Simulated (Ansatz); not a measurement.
# One crystal, many levels of theory: Boron (R-3m, 12 atoms a cell)

Wanted: a ladder of band gaps for Boron (R-3m, 12 atoms a cell), from density functionals to G0W0.

Main program and level: Ansatz 0.2.0; density functionals, hybrids and G0W0, plane waves, PAW.

**1. The structure**

It takes space group R-3m (No. 166, trigonal). The conventional cell has a = 4.918 Å, b = 4.918 Å, c = 12.581 Å, α = 90.00°, β = 90.00°, γ = 120.00°. Nearest to B lie 6 B at 1.67 to 1.81 Å. Nearest to B lie 5 B at 1.79 to 1.81 Å.

The cell and positions come from the Crystallography Open Database and are kept as given unless a step says otherwise. The default PAW set here is soft_2. Its files were made with PBE.

**2. LDA on the 6×6×6 mesh**

This step: DFT, LDA, plane waves, PAW.

File input.yaml:

```yaml
crystal:
  lattice:
    - [2.45895, 1.4196754444, 4.1935]
    - [-2.45895, 1.4196754444, 4.1935]
    - [0.0, -2.8393508888, 4.1935]
  atoms:
    - { symbol: B, position: [0.01019, 0.65361, 0.01019] }
    - { symbol: B, position: [0.01019, 0.01019, 0.65361] }
    - { symbol: B, position: [0.65361, 0.01019, 0.01019] }
    - { symbol: B, position: [0.98981, 0.34639, 0.98981] }
    - { symbol: B, position: [0.34639, 0.98981, 0.98981] }
    - { symbol: B, position: [0.98981, 0.98981, 0.34639] }
    - { symbol: B, position: [0.22118, 0.6306, 0.22118] }
    - { symbol: B, position: [0.22118, 0.22118, 0.6306] }
    - { symbol: B, position: [0.6306, 0.22118, 0.22118] }
    - { symbol: B, position: [0.77882, 0.3694, 0.77882] }
    - { symbol: B, position: [0.3694, 0.77882, 0.77882] }
    - { symbol: B, position: [0.77882, 0.77882, 0.3694] }
kpoints:
  mp_grid: { grid: [6, 6, 6] }
  band_path:
    path:
      - [0.0, 0.0, 0.0]
      - [0.5, 0.5, 0.5]
      - [0.7569262561, 0.2430737439, 0.5]
      - [0.5, -0.2430737439, 0.2430737439]
      - [0.5, 0.0, 0.0]
      - [0.371536872, -0.371536872, 0.0]
      - [0.628463128, 0.0, 0.371536872]
      - [0.5, 0.0, 0.5]
      - [0.1, 0.1, 0.1]
    npoints: 1
hamiltonian:
  xc: lda
scf:
  occupations: { method: fixed }
  n_extra_bands: 8
output:
  forces: true
  stress: true
  eigenvalues: true
  write_density: true
  write_potential: true
  elf: true
  volumetric_format: npy
```

Started as:

```sh
$ ansatz run input.yaml --threads 3 --pin off --max-ram 64512MiB --backend cuda --events-out ev --progress --plain --runs-dir out --devices 1 --max-vram 24GiB  # rebuilt from the run's record
```

Numbers of over 12 decimals in the logs are rounded to 6 here.

Output:

```text
scf.n_extra_bands = 8 over 18 filled bands (N_el = 36.0): the run solves 26 bands
GPUs: using 1 of 1 available (devices: 1).
Engine: ansatz 0.2.0, x86_64-unknown-linux-gnu
Pseudopotentials: kind: paw
Pseudopotential: B, paw, valence charge 3, recommended cutoff 420 eV (normal), B.paw.azcp
Functional definition: SPW92
  exchange = slater_x
  correlation = pw_c
device memory: the entry about to start is reckoned to put 1.5 GiB on a device that reports 73.3 GiB free (of which the cap on the GPU budget leaves the run 24.0 GiB)
GPU FFT provider: cuFFT
GPU libraries: cuBLAS 13.8.1, cuFFT 12.4.0, cuSOLVER 12.3.2
Crystal: 12 atoms, lattice volume = 87.835 Å³
Basis set: ecut = 420 eV, 1731 PW (Γ)
Bands: 26, of which v1, the nominal top of the filled ones, is band 18 counted from 1 (17 counted from 0)
Symmetry: 12 space group operations
Space group: R-3m (ITA 166), of the structure as read, at distance tolerance 4.4e-5 Å
k-points: 32 of 216
Non-local potential: B, projectors of the file, l = 0: 2, l = 1: 2, l = 2: 1
PAW form: soft (Blöchl's): semilocal exchange-correlation on the pseudo side does not see the compensation charge
PAW frozen core: B, regenerated for the run's functional, and the local potential with it (the file was generated under x = pbe(κ = 0.804, μ = 0.219515), c = pbe(β = 0.066725))
PAW one-centre angular grid: B, 110 points (default); XC on 64 Gauss nodes
Initial density: superposition of atomic densities (neutral atoms: chi_scale 0, normalization atom), corrected by the library's trained network
Initial wavefunctions: pseudopotential atomic-orbital guess
GPU buffer pool allocated for 46656 grid points (all kernels)
GPU transforms: local potential and band sums: pruned to the plane-wave sphere, on 36×36×36
Functional: x = slater, c = lda
SCF iter   1: F=—  HF=-1797.162812 eV  |F-HF|=—  |Δ(HF+E_count)|=         —  Δρ=7.53e-3  dr2=4.02e-2  ethr=1.77e-3  ⟨swp⟩=4.3  Hψ=4199  notcnv=0  defer=180
preconditioner: auto → none  [insulator: Δε(μ)=1.525 eV  Ē_g=10.946 eV  n_scr=14 (ndim 8)  ℏωp=23.8 eV  f_vac=0.000  ε∞_Penn≈5.7]
SCF iter   2: F=—  HF=-1797.147138 eV  |F-HF|=—  |Δ(HF+E_count)|=   1.57e-2  Δρ=3.25e-3  dr2=5.02e-3  ethr=1.12e-4  ⟨swp⟩=2.1  Hψ=1626  notcnv=0  defer=188
SCF iter   3: F=—  HF=-1797.145478 eV  |F-HF|=—  |Δ(HF+E_count)|=   1.66e-3  Δρ=8.09e-4  dr2=7.88e-4  ethr=1.39e-5  ⟨swp⟩=2.0  Hψ=1403  notcnv=0  defer=188
SCF iter   4: F=—  HF=-1797.145238 eV  |F-HF|=—  |Δ(HF+E_count)|=   2.40e-4  Δρ=3.11e-4  dr2=6.30e-5  ethr=2.19e-6  ⟨swp⟩=2.0  Hψ=1291  notcnv=0  defer=188
SCF iter   5: F=—  HF=-1797.145271 eV  |F-HF|=—  |Δ(HF+E_count)|=   3.32e-5  Δρ=8.72e-5  dr2=6.91e-6  ethr=1.75e-7  ⟨swp⟩=2.0  Hψ=1278  notcnv=0  defer=171
SCF iter   6: F=-1797.145269 eV  HF=-1797.145269 eV  |F-HF|=1.05e-8  |Δ(HF+E_count)|=   1.94e-6  Δρ=1.25e-5  dr2=6.39e-8  ethr=2.78e-10  ⟨swp⟩=14.2  Hψ=7317  notcnv=0
SCF 1 converged in 6 iterations: F = -1797.145269 eV  dr2 = 6.39e-8
[...]
device memory: the entry about to start is reckoned to put 0.7 GiB on a device that reports 76.7 GiB free (of which the cap on the GPU budget leaves the run 24.0 GiB)
NSCF: frozen V_eff on 9 k-points, pencils in batches of 32, up to order 116
SCF converged after 6 iterations
Free energy (F): -1797.145269 eV
Harris-Foulkes:  -1797.145269 eV  (|F-HF|=1.05e-8)
Internal energy: -1797.145269 eV  (E = F + TS)
E sigma→0 (E₀):  -1797.145269 eV
Fermi energy:    8.727173 eV
--- Per-component energies (eV) ---
  E_band       = 84.771993
  E_kinetic    = 597.202929
  E_local      = -377.960690  (includes V_loc(G=0)·N_el)
  E_nonlocal   = 141.733186
  E_hartree    = 110.752516
  E_xc         = -386.397789
  E_vxc        = -460.095754  (∫ρ·V_xc dr)
  E_paw        = -871.047362  (= ΣΔE_a)
  E_vpaw       = -37.613218  (= ΣTr[D̂ρ^β])
  E_aug_tail   = -0.000041  (compensation charges beyond the density's cutoff)
  E_ewald      = -1011.978030
  E_core_change = 0.550011  (= ΣΔE_core)
  E_smearing   = -0.000000  (= −TS)
  E_closure    = 0.000000  (closes the sum)
  Σ components = -1797.145269   (vs F -1797.145269, Δ=0.00e0)
--- Forces (eV/Å), atoms counted from 1 ---
  atom   1  B     -0.21824645     0.12600465     0.25069884
  atom   2  B      0.00000000    -0.25200930     0.25069884
  atom   3  B      0.21824645     0.12600465     0.25069884
  atom   4  B      0.21824645    -0.12600465    -0.25069884
  atom   5  B     -0.21824645    -0.12600465    -0.25069884
  atom   6  B      0.00000000     0.25200930    -0.25069884
  atom   7  B     -0.23828938     0.13757644    -0.10302305
  atom   8  B      0.00000000    -0.27515287    -0.10302305
  atom   9  B      0.23828938     0.13757644    -0.10302305
  atom  10  B      0.23828938    -0.13757644     0.10302305
  atom  11  B     -0.23828938    -0.13757644     0.10302305
  atom  12  B      0.00000000     0.27515287     0.10302305
  max |Σ_I F_I| component: 1.11e-16 eV/Å
--- Stress (GPa, compression-positive) ---
      -10.837089      -0.000000      -0.000000
       -0.000000     -10.837089       0.000000
       -0.000000       0.000000     -10.430379
  P = ⅓ Tr σ = -10.7015 GPa (-107.015 kbar)
--- Band table (eV; the first three rows and the last of 32) ---
  k-point 0: bands = [... 14 lower, 7.3692, 7.9076, 7.9076, 8.3725, 10.1693, 13.1980, 13.1980, 13.4093, ... 4 higher]
  k-point 1: bands = [... 14 lower, 7.0630, 7.4286, 7.5312, 8.0558, 10.4283, 12.1965, 12.6575, 13.9414, ... 4 higher]
  k-point 2: bands = [... 14 lower, 6.2713, 6.4067, 6.7314, 8.1242, 10.7753, 12.3488, 12.5421, 13.0493, ... 4 higher]
  k-point 31: bands = [... 14 lower, 5.8057, 6.9001, 6.9001, 8.7272, 11.3284, 11.4821, 11.4821, 13.5854, ... 4 higher]
```

Run time: 2.4 s. Hardware: 1 × NVIDIA H100 80GB HBM3 (shared by 3 runs) with 3 threads of AMD EPYC 7R13 (Zen 3), shared host; peak memory 0.97 GiB.

The column dr2 measures how far the density is from self-consistency, as an energy; F and HF (Harris–Foulkes) agree once it is small.

Numbers from this step:

* pressure: -10.70 GPa
* gap: 1.442 eV
* valence top at: T
* conduction bottom at: Γ
* least direct gap: 1.779 eV

Over mesh and listed points the gap is 1.442 eV, from k = (0.500, 0.500, 0.500) to k = Γ. The least direct gap found is 1.779 eV, at k = (0.100, 0.100, 0.100). The pressure in this cell is -11 GPa; the cell is kept.

**3. PBE on the 6×6×6 mesh**

Levels along a band path and on the mesh show where this functional puts the band edges.

This step: DFT, PBE, plane waves, PAW.

input.yaml, the sections that differ from step 2:

```yaml
kpoints:
  mp_grid: { grid: [6, 6, 6] }
  band_path:
    path:
      - [[0.0, 0.0, 0.0], [0.5, 0.5, 0.5], [0.7569262560558, 0.2430737439442, 0.5]]
      - [[0.5000000000027, -0.2430737439477, 0.243073743945], [0.5000000000007, -2.447925573948e-12, 1.748498272775e-12], [0.0, 0.0, 0.0], [0.3715368719752, -0.3715368719752, -1.312157074073e-17]]
      - [[0.6284631280293, -1.777564659196e-12, 0.3715368719725], [0.5000000000024, -6.993566221803e-13, 0.4999999999983], [0.0, 0.0, 0.0]]
    npoints: 10
hamiltonian:
  xc: pbe
scf:
  occupations: { method: fermi_dirac, width: 0.02 }
  n_extra_bands: 8
# crystal, output: as in step 2
```

Output:

```text
[...]
GPUs: using 1 of 1 available (devices: 1).
[...]
GPU FFT provider: cuFFT
GPU libraries: cuBLAS 13.8.1, cuFFT 12.4.0, cuSOLVER 12.3.2
Crystal: 12 atoms, lattice volume = 87.835 Å³
Basis set: ecut = 420 eV, 1731 PW (Γ), exchange–correlation on 72×72×72 points (8 copies of the dense FFT grid, shifted against one another)
Bands: 26, of which v1, the nominal top of the filled ones, is band 18 counted from 1 (17 counted from 0)
Symmetry: 12 space group operations
[...]
k-points: 32 of 216
[...]
GPU buffer pool allocated for 46656 grid points (all kernels)
[...]
SCF iter   1: F=—  HF=-1870.972930 eV  |F-HF|=—  |Δ(HF+E_count)|=         —  Δρ=6.61e-3  dr2=3.57e-2  ethr=1.77e-3  ⟨swp⟩=7.0  Hψ=4574  notcnv=0
[...]
atom   7  B     -0.09021048     0.05208304    -0.04544693
  atom   8  B      0.00000000    -0.10416609    -0.04544693
  atom   9  B      0.09021048     0.05208304    -0.04544693
  atom  10  B      0.09021048    -0.05208304     0.04544693
  atom  11  B     -0.09021048    -0.05208304     0.04544693
  atom  12  B      0.00000000     0.10416609     0.04544693
  max |Σ_I F_I| component: 4.16e-17 eV/Å
--- Stress (GPa, compression-positive) ---
       -2.837485      -0.000000      -0.000000
       -0.000000      -2.837485       0.000000
       -0.000000       0.000000      -2.047985
  P = ⅓ Tr σ = -2.5743 GPa (-25.743 kbar)
--- Band table (eV; the first three rows and the last of 32) ---
  k-point 0: bands = [... 14 lower, 7.5984, 8.1006, 8.1006, 8.6119, 10.4678, 13.4434, 13.4434, 13.6626, ... 4 higher]
  k-point 1: bands = [... 14 lower, 7.2557, 7.6371, 7.7368, 8.2646, 10.7121, 12.4412, 12.8991, 14.1963, ... 4 higher]
  k-point 2: bands = [... 14 lower, 6.4375, 6.6184, 6.9413, 8.3211, 11.0107, 12.6081, 12.7948, 13.2703, ... 4 higher]
  k-point 31: bands = [... 14 lower, 6.0241, 7.1194, 7.1194, 8.9699, 11.5704, 11.7174, 11.7174, 13.8098, ... 4 higher]
[key lines of the parts left out:]
SCF converged after 6 iterations
Free energy (F): -1870.963282 eV
Fermi energy:    9.680959 eV
```

Run time: 5.1 s. Hardware: 1 × NVIDIA H100 80GB HBM3 (shared by 3 runs) with 3 threads; peak memory 1 GiB.

Numbers from this step:

* pressure: -2.574 GPa
* filled bands: 18
* gap: 1.445 eV
* valence top at: T
* conduction bottom at: F
* least direct gap: 1.837 eV

Over mesh and path the gap is 1.445 eV, from k = (0.500, 0.500, 0.500) to k = (0.500, 0.000, 0.500). The least direct gap found is 1.837 eV, at k = (0.100, 0.100, 0.100). PBE against LDA: 1.445 − 1.442 = +0.003 eV. Mesh, set of files and cutoff are the same, but the conduction bottom lies at another k point, so this need not be the shift of one pair of states.

**4. r2SCAN on the 6×6×6 mesh**

r2SCAN is a meta-GGA: it depends on the kinetic-energy density as well as on the density and its gradient.

This step: DFT, r2SCAN, plane waves, PAW.

input.yaml: that of step 3 with these lines changed.

```diff
@@ -22,10 +22,16 @@
     path:
-      - [[0.0, 0.0, 0.0], [0.5, 0.5, 0.5], [0.7569262560558, 0.2430737439442, 0.5]]
-      - [[0.5000000000027, -0.2430737439477, 0.243073743945], [0.5000000000007, -2.447925573948e-12, 1.748498272775e-12], [0.0, 0.0, 0.0], [0.3715368719752, -0.3715368719752, -1.312157074073e-17]]
-      - [[0.6284631280293, -1.777564659196e-12, 0.3715368719725], [0.5000000000024, -6.993566221803e-13, 0.4999999999983], [0.0, 0.0, 0.0]]
-    npoints: 10
+      - [0.0, 0.0, 0.0]
+      - [0.5, 0.5, 0.5]
+      - [0.7569262561, 0.2430737439, 0.5]
+      - [0.5, -0.2430737439, 0.2430737439]
+      - [0.5, 0.0, 0.0]
+      - [0.371536872, -0.371536872, 0.0]
+      - [0.628463128, 0.0, 0.371536872]
+      - [0.5, 0.0, 0.5]
+      - [0.1, 0.1, 0.1]
+    npoints: 1
 hamiltonian:
-  xc: pbe
+  xc: r2scan
 scf:
-  occupations: { method: fermi_dirac, width: 0.02 }
+  occupations: { method: fixed }
   n_extra_bands: 8
@@ -35,5 +41 @@
   eigenvalues: true
-  write_density: true
-  write_potential: true
-  elf: true
-  volumetric_format: npy
```

Output:

```text
[...]
GPUs: using 1 of 1 available (devices: 1).
[...]
GPU FFT provider: cuFFT
GPU libraries: cuBLAS 13.8.1, cuFFT 12.4.0, cuSOLVER 12.3.2
Crystal: 12 atoms, lattice volume = 87.835 Å³
Basis set: ecut = 500 eV, 2193 PW (Γ), exchange–correlation on 160×160×160 points (64 copies of the dense FFT grid, shifted against one another)
[...]
k-point 0: bands = [... 14 lower, 7.5479, 8.0166, 8.0166, 8.6231, 10.5970, 13.8031, 13.8031, 14.0109, ... 4 higher]
  k-point 1: bands = [... 14 lower, 7.1395, 7.5589, 7.6569, 8.2129, 10.8561, 12.7063, 13.2047, 14.6102, ... 4 higher]
  k-point 2: bands = [... 14 lower, 6.2395, 6.5019, 6.8340, 8.2513, 11.1920, 12.8718, 13.0972, 13.5619, ... 4 higher]
  k-point 31: bands = [... 14 lower, 5.8926, 7.0568, 7.0568, 9.0074, 11.7549, 11.9063, 11.9063, 14.1920, ... 4 higher]
[key lines of the parts left out:]
SCF converged after 7 iterations
Free energy (F): -1878.629294 eV
Fermi energy:    9.007428 eV
P = ⅓ Tr σ = -3.6497 GPa (-36.497 kbar)
```

Run time: 2.8 s. Hardware: 1 × NVIDIA H100 80GB HBM3 (shared by 3 runs) with 3 threads; peak memory 1.1 GiB; 2.8 s of CPU time.

Numbers from this step:

| Item | Value |
| --- | --- |
| pressure | -3.650 GPa |
| gap | 1.531 eV |
| valence top at | T |
| conduction bottom at | F |
| least direct gap | 1.951 eV |

Over mesh and listed points the gap is 1.531 eV, from k = (0.500, 0.500, 0.500) to k = (0.500, 0.000, 0.500). The least direct gap found is 1.951 eV, at k = (0.100, 0.100, 0.100). r2SCAN against PBE: 1.531 − 1.445 = +0.086 eV. The runs also differ in plane-wave cutoff (420 eV and 500 eV), so how much of this comes from the functional alone is not known.

**5. HSE06 on the 4×4×4 mesh**

HSE06 mixes in a quarter of exact exchange at short range.

This step: DFT, HSE06, plane waves, PAW.

input.yaml: that of step 4 with these lines changed.

```diff
@@ -19,3 +19,3 @@
 kpoints:
-  mp_grid: { grid: [6, 6, 6] }
+  mp_grid: { grid: [4, 4, 4] }
   band_path:
@@ -33,3 +33,3 @@
 hamiltonian:
-  xc: r2scan
+  xc: hse06
 scf:
```

Output:

```text
[...]
--- Band table (eV; the first three rows and the last of 13) ---
  k-point 0: bands = [... 14 lower, 7.0865, 7.4622, 7.4622, 8.2606, 10.6686, 14.1892, 14.1892, 14.2685, ... 4 higher]
  k-point 1: bands = [... 14 lower, 5.9285, 6.2847, 6.8179, 7.6870, 11.3182, 12.7154, 13.4357, 14.5405, ... 4 higher]
  k-point 2: bands = [... 14 lower, 5.7122, 6.4250, 6.8023, 7.7249, 11.2004, 12.6764, 13.0865, 14.3178, ... 4 higher]
  k-point 12: bands = [... 14 lower, 5.4021, 6.6211, 6.6211, 8.6577, 11.9785, 12.1529, 12.1529, 14.5957, ... 4 higher]
[key lines of the parts left out:]
Free energy (F): -1872.244576 eV
Fermi energy:    8.657724 eV
P = ⅓ Tr σ = -5.7919 GPa (-57.919 kbar)
```

Elapsed: 18 s, on 1 × NVIDIA H100 80GB HBM3 (shared by 3 runs) with 3 threads; peak memory 1.5 GiB.

This step gave:

| Item | Value |
| --- | --- |
| gap | 2.011 eV |
| valence top at | T |
| conduction bottom at | Γ |
| least direct gap | 2.403 eV |
| exact-exchange fraction | 0.25 |

Over mesh and listed points the gap is 2.011 eV, from k = (0.500, 0.500, 0.500) to k = Γ. The least direct gap found is 2.403 eV, at k = (0.100, 0.100, 0.100). HSE06 against LDA: 2.011 − 1.442 = +0.569 eV. The runs also differ in mesh (6×6×6 and 4×4×4), so how much of this comes from the functional alone is not known. The program's warnings for this run: stress exchange threshold loose; stress scf threshold loose.

**6. PBE0 on the 4×4×4 mesh**

PBE0 mixes in a quarter of exact exchange at all distances.

This step: DFT, PBE0, plane waves, PAW.

input.yaml: that of step 5 with these lines changed.

```diff
@@ -33,3 +33,3 @@
 hamiltonian:
-  xc: hse06
+  xc: pbe0
 scf:
```

Output:

```text
[...]
GPUs: using 1 of 1 available (devices: 1).
[...]
GPU FFT provider: cuFFT
GPU libraries: cuBLAS 13.8.1, cuFFT 12.4.0, cuSOLVER 12.3.2
Crystal: 12 atoms, lattice volume = 87.835 Å³
Basis set: ecut = 420 eV, 1731 PW (Γ), exchange–correlation on 72×72×72 points (8 copies of the dense FFT grid, shifted against one another)
[...]
--- Band table (eV; the first three rows and the last of 13) ---
  k-point 0: bands = [... 14 lower, 6.7297, 7.0812, 7.0812, 7.9121, 10.9980, 14.5666, 14.5666, 14.6348, ... 4 higher]
  k-point 1: bands = [... 14 lower, 5.5355, 5.9075, 6.4439, 7.3127, 11.6632, 13.0721, 13.8010, 14.9242, ... 4 higher]
  k-point 2: bands = [... 14 lower, 5.3365, 6.0432, 6.4289, 7.3487, 11.5463, 13.0410, 13.4525, 14.6857, ... 4 higher]
  k-point 12: bands = [... 14 lower, 5.0140, 6.2525, 6.2525, 8.3217, 12.3280, 12.4965, 12.4965, 14.9857, ... 4 higher]
[key lines of the parts left out:]
Free energy (F): -1872.863805 eV
Fermi energy:    8.321734 eV
P = ⅓ Tr σ = -5.9296 GPa (-59.296 kbar)
```

Run time: 20 s. Hardware: 1 × NVIDIA H100 80GB HBM3 (shared by 3 runs) with 3 threads; peak memory 1.5 GiB.

Numbers from this step:

* gap: 2.676 eV
* valence top at: T
* conduction bottom at: Γ
* least direct gap: 3.079 eV
* exact-exchange fraction: 0.25

Over mesh and listed points the gap is 2.676 eV, from k = (0.500, 0.500, 0.500) to k = Γ. The least direct gap found is 3.079 eV, at k = (0.100, 0.100, 0.100). PBE0 against HSE06: 2.676 − 2.011 = +0.665 eV, with the same mesh, files and cutoff, and both edges at the same k points. The program's warnings for this run: stress exchange threshold loose; stress scf threshold loose.

(Part 1 of 2 ends here.)

[Paths, hosts, dates, memory and timing lines, banners, echoed tables and standing remarks are left out of the program output.]

[Logs are printed without paths, hosts, clocks, repeated set-up lines and the standing remarks that a program may print on its own settings, such as how far it seeks lower states.]

[Runs of the session that timed out or met a known fault of the program may be left out.]

[Cells called generated may have been cut or substituted from an entry of the Crystallography Open Database or the Materials Project.]

[Hosts, paths, dates, database ids (printed as entryN), source tags and the programs' standing remarks are cut or masked in the printed files.]

[Where an RPA ε∞ is given, it is that of the G0W0 mesh and is not shown converged in it. Names of k-points follow the symmetry that the program found, which can be lower than the space group named. Band edges on a path are those of the sampled points; other points can move an edge, and change direct to indirect where valleys lie close.]

[Hybrid gaps are those of their k-mesh and are not shown converged in it.]
